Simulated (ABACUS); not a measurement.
# LiH (Fm-3m) in ABACUS: reference runs

Aim: a first look at LiH with PBE, on the cell as given and on a disturbed one.

Everything below comes from runs of ABACUS 3.10.1. Logs are shortened: lines on timing, memory, paths and dates and some standing lists are left out, and cuts for length are marked.

## 1. Starting point

The structure is cubic, space group Fm-3m (No. 225). Conventional cell: a = 4.074 Å, b = 4.074 Å, c = 4.074 Å, α = 90.00°, β = 90.00°, γ = 90.00°. Around Li (site symmetry m-3m) lie 6 H at 2.04 Å. H (site symmetry m-3m) is surrounded by 6 Li at 2.04 Å.

## 2. Single point, PBE

Input file INPUT:

```
INPUT_PARAMETERS
suffix              LiH
calculation         scf
basis_type          pw
pseudo_dir          ./
symmetry            1
dft_functional      pbe
ecutwfc             74
pseudo_rcut         10
nspin               1
nbands              6
ks_solver           dav
smearing_method     fd
smearing_sigma      0.00367493
scf_thr             1e-08
scf_nmax            100
mixing_type         broyden
mixing_beta         0.7
cal_force           1
cal_stress          1
kpar                4
```

Input file STRU:

```
ATOMIC_SPECIES
Li 6.9400 Li.upf
H 1.0080 H.upf

LATTICE_CONSTANT
1.8897261246

LATTICE_VECTORS
0.0000000000 2.0367500000 2.0367500000
2.0367500000 0.0000000000 2.0367500000
2.0367500000 2.0367500000 0.0000000000

ATOMIC_POSITIONS
Direct

Li
0.0
1
0.0000000000 0.0000000000 0.0000000000 1 1 1

H
0.0
1
0.5000000000 0.5000000000 0.5000000000 1 1 1
```

Input file KPT:

```
K_POINTS
0
Gamma
11 11 11 0 0 0
```

Potentials or basis: PseudoDojo NC SR 0.4.1 PBE standard, plane waves.

Run with:

```bash
OMP_NUM_THREADS=1 mpirun -np 4 abacus > log
```

running log:

```text
ABACUS v3.10.1

               Atomic-orbital Based Ab-initio Computation at UStc

 ------------------------------------------------------------------------------------

 READING GENERAL INFORMATION
                           global_out_dir = OUT.LiH/
                           global_in_card = INPUT
                               pseudo_dir = ./
                              orbital_dir =
                                    DSIZE = 4
                                    GSIZE = 1

 READING UNITCELL INFORMATION
                                    ntype = 2
                  lattice constant (Bohr) = 1.88973
              lattice constant (Angstrom) = 1

 READING ATOM TYPE 1
                               atom label = Li
                      L=0, number of zeta = 1
                      L=1, number of zeta = 1
                      L=2, number of zeta = 1
             number of atom for this type = 1

 READING ATOM TYPE 2
                               atom label = H
                      L=0, number of zeta = 1
                      L=1, number of zeta = 1
                      L=2, number of zeta = 1
             number of atom for this type = 1

                        TOTAL ATOM NUMBER = 2
DIRECT COORDINATES
    atom                   x                   y                   z     mag                  vx                  vy                  vz
taud_Li1            0.0000000000        0.0000000000        0.0000000000  0.0000        0.0000000000        0.0000000000        0.0000000000
taud_H1            0.5000000000        0.5000000000        0.5000000000  0.0000        0.0000000000        0.0000000000        0.0000000000

                          Volume (Bohr^3) = 114.035
                             Volume (A^3) = 16.8983

 Lattice vectors: (Cartesian coordinate: in unit of a_0)
                   +0            +2.03675            +2.03675
             +2.03675                  +0            +2.03675
             +2.03675            +2.03675                  +0
 Reciprocal vectors: (Cartesian coordinate: in unit of 2 pi/a_0)
            -0.245489           +0.245489           +0.245489
            +0.245489           -0.245489           +0.245489
            +0.245489           +0.245489           -0.245489
 The esolver type has been set to : ksdft_pw

                PAO radial cut off (Bohr) = 10

 Read in pseudopotential file is Li.upf
                     pseudopotential type = NC
          exchange-correlation functional = PBE
                 nonlocal core correction = 0
                        valence electrons = 3
                                     lmax = 1
                           number of zeta = 2
                     number of projectors = 4
                           L of projector = 0
                           L of projector = 0
                           L of projector = 1
                           L of projector = 1
                PAO radial cut off (Bohr) = 10

 Read in pseudopotential file is H.upf
                     pseudopotential type = NC
          exchange-correlation functional = PBE
                 nonlocal core correction = 0
                        valence electrons = 1
                                     lmax = 1
                           number of zeta = 1
                     number of projectors = 3
                           L of projector = 0
                           L of projector = 0
                           L of projector = 1
     initial pseudo atomic orbital number = 3

 SETUP THE ELECTRONS NUMBER
            electron number of element Li = 3
      total electron number of element Li = 3
             electron number of element H = 1
       total electron number of element H = 1
            AUTOSET number of electrons:  = 4
                           occupied bands = 2
                                   NBANDS = 6
                                   NLOCAL = 18

%%%%%%%%%%%%%%%%%%%%%%%%%%%%%%%%%%%%%%%%%%%%%%%%%%%%%%%%%%%%%%%%%%%%%%%%%%%%%%%%%%%%%%%%%%%%%%%%%%%%%%%%%%
 Warning: the number of valence electrons in pseudopotential > 1 for Li: [He] 2s1
 Pseudopotentials with additional electrons can yield (more) accurate outcomes, but may be less efficient.
 If you're confident that your chosen pseudopotential is appropriate, you can safely ignore this warning.
%%%%%%%%%%%%%%%%%%%%%%%%%%%%%%%%%%%%%%%%%%%%%%%%%%%%%%%%%%%%%%%%%%%%%%%%%%%%%%%%%%%%%%%%%%%%%%%%%%%%%%%%%%

 SETUP THE PLANE WAVE BASIS
 energy cutoff for charge/potential (unit:Ry) = 296
            fft grid for charge/potential = [ 30, 30, 30 ]
                        fft grid division = [ 1, 1, 1 ]
        big fft grid for charge/potential = [ 30, 30, 30 ]
                                     nbxx = 27000
                                     nrxx = 27000

 SETUP PLANE WAVES FOR CHARGE/POTENTIAL
                    number of plane waves = 9841
                         number of sticks = 595

 PARALLEL PW FOR CHARGE/POTENTIAL
     PROC   COLUMNS(POT)             PW
        1            595           9841
 --------------- sum -------------------
        1            595           9841
                            number of |g| = 151
                                  max |g| = 26.6974
                                  min |g| = 0

----------- Double Check Mixing Parameters Begin ------------
mixing_type: broyden
mixing_beta: 0.7
mixing_gg0: 1
mixing_gg0_min: 0.1
mixing_ndim: 8
----------- Double Check Mixing Parameters End ------------

 LATTICE VECTORS: (CARTESIAN COORDINATE: IN UNIT OF A0)
                   +0            +2.03675            +2.03675
             +2.03675                  +0            +2.03675
             +2.03675            +2.03675                  +0
                       right hand lattice = 1
                                   NORM_A = 2.8804
                                   NORM_B = 2.8804
                                   NORM_C = 2.8804
                           ALPHA (DEGREE) = 60
                           BETA  (DEGREE) = 60
                           GAMMA (DEGREE) = 60

 The lattice vectors have been changed (STRU_SIMPLE.cif)

(for optimal symmetric configuration:)
                             BRAVAIS TYPE = 3
                     BRAVAIS LATTICE NAME = 03. Cubic F (face-centered)
                                    ibrav = 3
                                    IBRAV = 3
                                  BRAVAIS = FACE CENTERED CUBIC
                       LATTICE CONSTANT A = 4.0735
Original cell was already a primitive cell.
                        ROTATION MATRICES = 48
              PURE POINT GROUP OPERATIONS = 48
                   SPACE GROUP OPERATIONS = 48
                              POINT GROUP = O_h
               POINT GROUP IN SPACE GROUP = O_h

 SETUP K-POINTS
                                    nspin = 1
                   Input type of k points = Monkhorst-Pack(Gamma)
                                   nkstot = 1331
                       right hand lattice = 1
(for reciprocal lattice: )
                             BRAVAIS TYPE = 2
                     BRAVAIS LATTICE NAME = 02. Cubic I (body-centered)
                                    ibrav = 2
                       right hand lattice = 1
(for k-lattice: )
                             BRAVAIS TYPE = 2
                     BRAVAIS LATTICE NAME = 02. Cubic I (body-centered)
                                    ibrav = 2
                       right hand lattice = 1
                        ROTATION MATRICES = 48
                               nkstot_ibz = 56
K-POINTS REDUCTION ACCORDING TO SYMMETRY
     IBZ    DIRECT_X    DIRECT_Y    DIRECT_Z  WEIGHT  ibz2bz
       1  0.00000000  0.00000000  0.00000000  0.0008       0
       2  0.09090909  0.09090909  0.09090909  0.0060       1
       3  0.18181818  0.18181818  0.18181818  0.0060       2
       4  0.27272727  0.27272727  0.27272727  0.0060       3
       5  0.36363636  0.36363636  0.36363636  0.0060       4
       6  0.45454545  0.45454545  0.45454545  0.0060       5
[... 22 lines left out ...]
      29 -0.36363636  0.36363636  0.36363636  0.0180      40
      30 -0.45454545  0.27272727  0.27272727  0.0090      41
[... 26 further k points ...]

                               nkstot now = 56
[... K-POINTS DIRECT COORDINATES: 56 rows ...]

           k-point number in this process = 14
       minimum distributed K point number = 14
[... stars of the k points ...]

[... K-POINTS CARTESIAN COORDINATES: 14 rows ...]

[... K-POINTS DIRECT COORDINATES: 14 rows ...]

 SETUP PLANE WAVES FOR WAVE FUNCTIONS
     energy cutoff for wavefunc (unit:Ry) = 74
              fft grid for wave functions = [ 30, 30, 30 ]
                    number of plane waves = 1837
                         number of sticks = 199

 PARALLEL PW FOR WAVE FUNCTIONS
     PROC   COLUMNS(POT)             PW
        1            199           1837
 --------------- sum -------------------
        1            199           1837

 SETUP NONLOCAL PSEUDOPOTENTIALS IN PLANE WAVE BASIS
 Li non-local projectors:
 projector 1 L=0
 projector 2 L=0
 projector 3 L=1
 projector 4 L=1
 H non-local projectors:
 projector 1 L=0
 projector 2 L=0
 projector 3 L=1
      TOTAL NUMBER OF NONLOCAL PROJECTORS = 13

 Init Non-Local PseudoPotential table :
 Init Non-Local-Pseudopotential done.

                                     npwx = 1243

 Make real space PAO into reciprocal space.
       max mesh points in Pseudopotential = 1001
     dq(describe PAO in reciprocal space) = 0.01
                                    max q = 1037

 number of pseudo atomic orbitals for Li is 2
WARNING: norm of atomic wavefunction # 2 of atomic type Li is 0.997717, renormalized

 number of pseudo atomic orbitals for H is 1
WARNING: norm of atomic wavefunction # 1 of atomic type H is 0.999995, renormalized

 -------------------------------------------
 SELF-CONSISTENT
 -------------------------------------------
                                 init_chg = atomic

 PW ALGORITHM --------------- ION=   1  ELEC=   1--------------------------------

 Density error is 0.0517470437718
                          Error Threshold = 0.01
----------------------------------------------------------
     Energy           Rydberg                 eV
----------------------------------------------------------
 E_KohnSham     -15.6318327217       -212.6819951983
 E_Harris       -15.7850109414       -214.7660917955
 E_Fermi        0.0984887546         1.3400082519
----------------------------------------------------------
[... 39 lines left out ...]
 Density error is 4.29029556865e-09
                          Error Threshold = 3.58581547783e-09
----------------------------------------------------------
     Energy           Rydberg                 eV
----------------------------------------------------------
 E_KohnSham     -15.6356821118       -212.7343688372
 E_KS(sigma->0) -15.6356821118       -212.7343688372
 E_Harris       -15.6355984984       -212.7332312183
 E_band         -6.7187355636        -91.4130870204
 E_one_elec     -8.0138060709        -109.0334252315
 E_Hartree      3.2894805762         44.7556792964
 E_xc           -4.1059028059        -55.8636735946
 E_Ewald        -6.8054538112        -92.5929493075
 E_entropy(-TS) -0.0000000000        -0.0000000000
 E_descf        0.0000000000         0.0000000000
 E_exx          0.0000000000         0.0000000000
 E_Fermi        0.1433438687         1.9502933876
----------------------------------------------------------

 charge density convergence is achieved
 final etot is -212.73436884 eV
 EFERMI = 1.9502933876 eV

 STATE ENERGY(eV) AND OCCUPATIONS    NSPIN == 1
 1/14 kpoint (Cartesian) = 0.0000 0.0000 0.0000 (1243 pws)
       1       -43.9051     0.00150263
       2       -4.86187     0.00150263
       3        15.8641        0.00000
       4        17.7962        0.00000
       5        17.7962        0.00000
       6        17.7962        0.00000

 2/14 kpoint (Cartesian) = 0.022317 0.022317 0.022317 (1242 pws)
       1       -43.9021      0.0120210
       2       -4.71800      0.0120210
       3        14.7511        0.00000
       4        16.9128        0.00000
       5        17.4820        0.00000
       6        17.4820        0.00000
[... 25 lines left out ...]
 6/14 kpoint (Cartesian) = 0.11159 0.11159 0.11159 (1209 pws)
       1       -43.8674      0.0120210
       2       -2.19587      0.0120210
       3        5.38623    1.72086e-32
       4        13.6902        0.00000
       5        16.4428        0.00000
       6        16.4428        0.00000

[... levels at 8 further k points ...]

------------------------------------------------------------------------------------------
 TOTAL-FORCE (eV/Angstrom)
------------------------------------------------------------------------------------------
                       Li1         0.0000000000         0.0000000000         0.0000000000
                        H1         0.0000000000         0.0000000000         0.0000000000
------------------------------------------------------------------------------------------

----------------------------------------------------------------
 TOTAL-STRESS (KBAR)
----------------------------------------------------------------
       -16.8395657675        -0.0000000000         0.0000000000
        -0.0000000000       -16.8395657675         0.0000000000
        -0.0000000000         0.0000000000       -16.8395657675
----------------------------------------------------------------
 TOTAL-PRESSURE: -16.839566 KBAR

 --------------------------------------------
 !FINAL_ETOT_IS -212.7343688372005772 eV
 --------------------------------------------
```

Wall time 2.4 s (4 MPI ranks of Intel Xeon 6975P-C (Granite Rapids), shared host); peak memory 0.24 GiB.

What came out:

```
Free energy            : -212.7344 eV
Pressure               : -1.7 GPa
Band gap on the k mesh : 3.21 eV, direct
```

Levels at points of the mesh, in eV from the valence-band top:
| k point | band 1 | band 2 | band 3 | band 4 | band 5 |
| --- | --- | --- | --- | --- | --- |
| (0.00, 0.00, 0.00) | -44.26 | -5.21 | 15.51 | 17.44 | 17.44 |

Caveat: an odd mesh through Γ misses points on the zone boundary, where band edges often lie.

## 3. Single point, PBE (atoms moved at random, drawn with an rms of 0.05 Å)

INPUT, as its differences from that of step 2:

```diff
@@ -20,2 +20,4 @@
 cal_stress          1
-kpar                4
+out_chg             1
+out_pot             2
+out_elf             1
```

STRU, as its differences from that of step 2:

```diff
@@ -18,3 +18,3 @@
 1
-0.0000000000 0.0000000000 0.0000000000 1 1 1
+0.0122290000 -0.0038920000 0.0003880000 1 1 1
 
@@ -23,2 +23,2 @@
 1
-0.5000000000 0.5000000000 0.5000000000 1 1 1
+0.4966860000 0.4981150000 0.5046530000 1 1 1
```

KPT is that of step 2.

Potentials or basis: PseudoDojo NC SR 0.4.1 PBE standard, plane waves.

Run with:

```bash
OMP_NUM_THREADS=1 mpirun -np 4 abacus > log
```

Run time: 22 s. Hardware: 4 MPI ranks of Intel Xeon 6975P-C (Granite Rapids), shared host; peak memory 0.32 GiB.

The run converged. Its results:

```yaml
Free_energy: -212.7337 eV
Pressure: -1.7 GPa
Largest_force: 0.035 eV/Å
Band_gap_on_the_k_mesh: 3.21 eV, direct
```

Forces on the atoms (eV/Å):
```
Li   0.012 -0.021 -0.026
H   -0.012  0.021  0.026
```

Levels at points of the mesh, in eV from the valence-band top:
```tsv
k point	band 1	band 2	band 3	band 4	band 5
(0.00, 0.00, 0.00)	-44.26	-5.21	15.48	17.44	17.45
```

Caveat: an odd mesh through Γ misses points on the zone boundary, where band edges often lie.
